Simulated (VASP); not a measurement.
# La (P6_3/mmc) in VASP: notebook

The runs below take La through single point, with LDA.

Everything below comes from runs of VASP 6.6.1. Logs are shortened: lines on timing, memory, paths and dates and some standing lists are left out, and cuts for length are marked.

**1. The structure**

Symmetry: P6_3/mmc, No. 194, hexagonal system. Conventional cell: a = 3.750 Å, b = 3.750 Å, c = 6.070 Å, α = 90.00°, β = 90.00°, γ = 120.00°. La (site symmetry -6m2) has 12 La at 3.73 to 3.75 Å as nearest neighbours.

This isn't the form of La at room conditions, which is double hcp.

**2. Single point, LDA**

Input file INCAR:

```
SYSTEM = La
PREC = Accurate ; ENCUT = 200
EDIFF = 1E-6 ; ISMEAR = -1
SIGMA = 0.1 ; LREAL = .FALSE.
LASPH = .TRUE. ; NELM = 100
ALGO = Normal ; ISIF = 2
LWAVE = .FALSE. ; LCHARG = .FALSE.
GGA = CA ; ADDGRID = .FALSE.
```

Input file KPOINTS:

```
Automatic mesh
0
G
  13 13 7
  0 0 0
```

Input file POSCAR:

```
La
1.0
    3.7500000000      0.0000000000      0.0000000000
   -1.8750000000      3.2475952642      0.0000000000
    0.0000000000      0.0000000000      6.0700000000
La
2
Direct
    0.6527560000      0.3219160000      0.7382770000
    0.3157440000      0.6620370000      0.2676620000
```

Potentials or basis: VASP PAW LDA potentials, release 64 (La).

The run is started by

```bash
$ cat potpaw_LDA.64/La/POTCAR > POTCAR
$ mpirun -np 1 vasp_std > vasp.out
```

OUTCAR:

```text
SYSTEM = La
   PREC = Accurate
   ENCUT = 200
   EDIFF = 1E-6
   ISMEAR = -1
   LREAL = .FALSE.
   LASPH = .TRUE.
   NELM = 100
   ISIF = 2
   GGA = CA

 Found    592 irreducible k-points:

 Following reciprocal coordinates:
            Coordinates               Weight
  0.000000  0.000000  0.000000      1.000000
  0.076923 -0.000000  0.000000      2.000000
  0.000000  0.076923  0.000000      2.000000
 -0.076923  0.076923  0.000000      2.000000
  0.153846 -0.000000  0.000000      2.000000
  0.000000  0.153846  0.000000      2.000000
   k-points           NKPTS =    592   k-points in BZ     NKDIM =    592   number of bands    NBANDS=     15
   number of dos      NEDOS =    301   number of ions     NIONS =      2
   total plane-waves  NPLWV =   9072
   dimension x,y,z NGX =    18 NGY =   18 NGZ =   28
   dimension x,y,z NGXF=    36 NGYF=   36 NGZF=   56
   ions per type =               2
   NGX,Y,Z   is equivalent  to a cutoff of   7.98,  7.98,  7.67 a.u.
   NGXF,Y,Z  is equivalent  to a cutoff of  15.96, 15.96, 15.34 a.u.
 SYSTEM =  La
   PREC   = accura    normal or accurate (medium, high low for compatibility)
   ISTART =      0    job   : 0-new  1-cont  2-samecut
   ICHARG =      2    charge: 1-file 2-atom 10-const
   ISPIN  =      1    spin polarized calculation?
   LNONCOLLINEAR =      F non collinear calculations
   LSORBIT =      F    spin-orbit coupling
   LASPH  =      T    aspherical Exc in radial PAW
   ENCUT  =  200.0 eV  14.70 Ry    3.83 a.u.   4.32  4.32  7.00*2*pi/ulx,y,z
   NELM   =    100;   NELMIN=  2; NELMDL= -5     # of ELM steps
   EDIFF  = 0.1E-05   stopping-criterion for ELM
   LREAL  =      F    real-space projection
   EDIFFG = 0.1E-04   stopping-criterion for IOM
   NSW    =      0    number of steps for IOM
   IBRION =     -1    ionic relax: 0-MD 1-quasi-New 2-CG
   NFREE  =      0    steps in history (QN), initial steepest desc. (CG)
   ISIF   =      2    stress and relaxation
   ISYM   =      2    0-nonsym 1-usesym 2-fastsym
   POTIM  = 0.5000    time-step for ionic-motion
   TEBEG  =    0.0;   TEEND  =   0.0 temperature during run
   PSTRESS=    0.0 pullay stress
   NELECT =      22.0000    total number of electrons
   NUPDOWN=      -1.0000    fix difference up-down
   EMIN   =  10.00;   EMAX   =-10.00  energy-range for DOS
   EFERMI =   0.00;   METHOD = LEGACY
   ISMEAR =    -1;   SIGMA  =   0.10  broadening in eV -4-tet -1-fermi 0-gaus
   EFERMI_NEDOS =   21; number of points for ismear=-14 and -15
   IALGO  =     38    algorithm
   IMIX   =      4    mixing-type and parameters
     AMIX     =   0.40;   BMIX     =  1.00
     AMIX_MAG =   1.60;   BMIX_MAG =  1.00
  volume/ion in A,a.u.               =      36.96       249.43
  Fermi-wavevector in a.u.,A,eV,Ry     =   1.093004  2.065478 16.254307  1.194658
  Thomas-Fermi vector in A             =   2.229281
   LORBIT       =      0    0 simple, 1 ext, 2 COOP (PROOUT), +10 PAW based schemes
   GGA     = CA    functional components
   LHFCALC =     F    Hartree Fock is set to
   AEXX    =    0.0000 exact exchange contribution
   IVDW    =     0    specifies the selected vdW correction
   LEPSILON=     F    determine dielectric tensor
   LRPA    =     F    only Hartree local field effects (RPA)
 non-spin polarized calculation
  energy-cutoff  :      200.00
  volume of cell :       73.92
 maximum number of plane-waves:       494
 NGX is ok and might be reduce to    18
   NGX =  9   NGY =  9   NGZ = 13

 number of electron      21.9999992 magnetization

 Free energy of the ion-electron system (eV)
  ---------------------------------------------------
  ext. energy  EPLUGINS =         0.00000000
  ---------------------------------------------------
  free energy    TOTEN  =       -11.03831395 eV

  energy without entropy =      -10.91655237  energy(sigma->0) =      -10.97743316

 E-fermi :   7.6899     XC(G=0):  -9.7758

 val. band max:        7.6888793594   @ k =   0.4615   0.0769   0.2857
 cond. band min:       7.6912119568   @ k =  -0.0769   0.2308   0.0000
 fundamental gap:      0.0023325974
 Fermi energy:         7.6898557527

 k-point     1 :       0.0000    0.0000    0.0000
  band No.  band energies     occupation
      1     -25.0529      2.00000
      2     -24.8239      2.00000
      3      -9.4697      2.00000
      4      -8.2355      2.00000
      5      -8.2200      2.00000
      6      -8.0238      2.00000
      7      -8.0126      2.00000
      8      -7.9771      2.00000
      9       4.5202      2.00000
     10       5.9124      2.00000
     11       8.6849      0.00010
     12       8.9396      0.00001
     13       8.9518      0.00001
     14       9.0885      0.00000
     15       9.1838      0.00000

 k-point     2 :       0.0769   -0.0000    0.0000
  band No.  band energies     occupation
      1     -25.0429      2.00000
      2     -24.8196      2.00000
      3      -9.4446      2.00000
      4      -8.3028      2.00000
      5      -8.2459      2.00000
      6      -8.0857      2.00000
      7      -8.0276      2.00000
      8      -7.9838      2.00000
      9       4.6804      2.00000
     10       6.0597      2.00000
     11       8.3553      0.00257
     12       8.8851      0.00001
     13       9.0012      0.00000
     14       9.1003      0.00000
     15       9.1418      0.00000
[... 41 lines left out ...]
      3      -9.3723      2.00000
      4      -8.4908      2.00000
      5      -8.3039      2.00000
      6      -8.2684      2.00000
      7      -8.0518      2.00000
      8      -8.0115      2.00000
      9       5.1172      2.00000
     10       6.4260      1.99999
     11       7.9420      0.14874
     12       8.5412      0.00040
     13       8.7485      0.00005
     14       9.0197      0.00000
     15       9.1146      0.00000

 k-point     6 :       0.0000    0.1538    0.0000
  band No.  band energies     occupation
      1     -25.0140      2.00000
      2     -24.8078      2.00000
      3      -9.3719      2.00000
      4      -8.4923      2.00000
      5      -8.3024      2.00000
      6      -8.2676      2.00000
      7      -8.0528      2.00000
      8      -8.0120      2.00000
      9       5.1174      2.00000
     10       6.4287      1.99999
     11       7.9388      0.15313
     12       8.5456      0.00038
     13       8.7523      0.00005
     14       9.0189      0.00000
     15       9.1408      0.00000

 [... further k-points ...]

------------------------ aborting loop because EDIFF is reached ----------------------------------------

  FORCE on cell =-STRESS in cart. coord.  units (eV):
  Direction    XX          YY          ZZ          XY          YZ          ZX
  --------------------------------------------------------------------------------------
  -------------------------------------------------------------------------------------
  Total       -1.5611025     -1.5445296     -1.4366337      0.0101227      0.0082797     -0.0100773
  in kB      -33.8345305    -33.4753378    -31.1368561      0.2193944      0.1794494     -0.2184100
  external PRESSURE =     -32.8155748 kB  Pullay stress =       0.0000000 kB

 VOLUME and BASIS-vectors are now :
 -----------------------------------------------------------------------------
  energy-cutoff  :      200.00
  volume of cell :       73.92
      direct lattice vectors                 reciprocal lattice vectors
     3.750000000  0.000000000  0.000000000     0.266666667  0.153960072  0.000000000
    -1.875000000  3.247595264  0.000000000     0.000000000  0.307920144  0.000000000
     0.000000000  0.000000000  6.070000000     0.000000000  0.000000000  0.164744646

 POSITION                                       TOTAL-FORCE (eV/Angst)
 -----------------------------------------------------------------------------------
      1.84424      1.04545      4.48134        -0.008490      0.006994      0.231787
     -0.05728      2.15003      1.62471         0.008490     -0.006994     -0.231787
 -----------------------------------------------------------------------------------
    total drift:                                0.000011     -0.000019      0.000059

  FREE ENERGIE OF THE ION-ELECTRON SYSTEM (eV)
  ---------------------------------------------------
  free  energy   TOTEN  =       -11.0383139465 eV

  energy  without entropy=      -10.9165523717  energy(sigma->0) =      -10.97743316
```

It took 89 s on 1 thread of AMD EPYC 9R45 (Zen 5), shared host; peak memory 0.24 GiB.

The run converged, but a check on its numbers failed (symmetry, net force, bounds or a known fault of this set-up), so they aren't taken as properties of the crystal.

Caveat: the cutoff lies under the usual one of these potentials, so the numbers hold a large basis-set error.

**3. Single point, LDA**

INCAR: that of step 2 with these lines changed.

```diff
@@ -1,3 +1,3 @@
 SYSTEM = La
-PREC = Accurate ; ENCUT = 200
+PREC = Accurate ; ENCUT = 300
 EDIFF = 1E-6 ; ISMEAR = -1
```

Input file KPOINTS:

```
Automatic mesh
0
G
  11 11 6
  0 0 0
```

Input file POSCAR:

```
La
1.0
    3.7500000000      0.0000000000      0.0000000000
   -1.8750000000      3.2475952642      0.0000000000
    0.0000000000      0.0000000000      6.0700000000
La
2
Direct
    0.6666666667      0.3333333333      0.7500000000
    0.3333333333      0.6666666667      0.2500000000
```

Potentials or basis: VASP PAW LDA potentials, release 64 (La).

The run is started by

```bash
$ cat potpaw_LDA.64/La/POTCAR > POTCAR
$ mpirun -np 1 vasp_std > vasp.out
```

It took 21 s on 1 thread of AMD EPYC 9R45 (Zen 5), shared host; peak memory 0.13 GiB.

The run converged, but some of its settings lie outside the range that counts as converged, so its numbers aren't taken as properties of the crystal.

What came out:

* Free energy: -11.0557 eV
* Pressure: -3.1 GPa
* Band gap on the k mesh: none (metal or under the smearing width)

**4. Single point, LDA**

INCAR is that of step 3.

KPOINTS is that of step 3.

Input file POSCAR:

```
La
1.0
    3.7500000000      0.0000000000      0.0000000000
   -1.8750000000      3.2475952642      0.0000000000
    0.0000000000      0.0000000000      6.0700000000
La
2
Direct
    0.6527560000      0.3219160000      0.7382770000
    0.3157440000      0.6620370000      0.2676620000
```

The run is started by

```bash
$ cat potpaw_LDA.64/La/POTCAR > POTCAR
$ mpirun -np 1 vasp_std > vasp.out
```

Wall time 1.9 min (1 thread of AMD EPYC 9R45 (Zen 5), shared host); peak memory 0.27 GiB.

These settings aren't checked as converged: the numbers below hold their error.

What came out:

```
Free energy            : -11.0365 eV
Pressure               : -2.9 GPa
Largest force          : 0.228 eV/Å
Band gap on the k mesh : none (metal or under the smearing width)
```

[end of part 1 of 2]
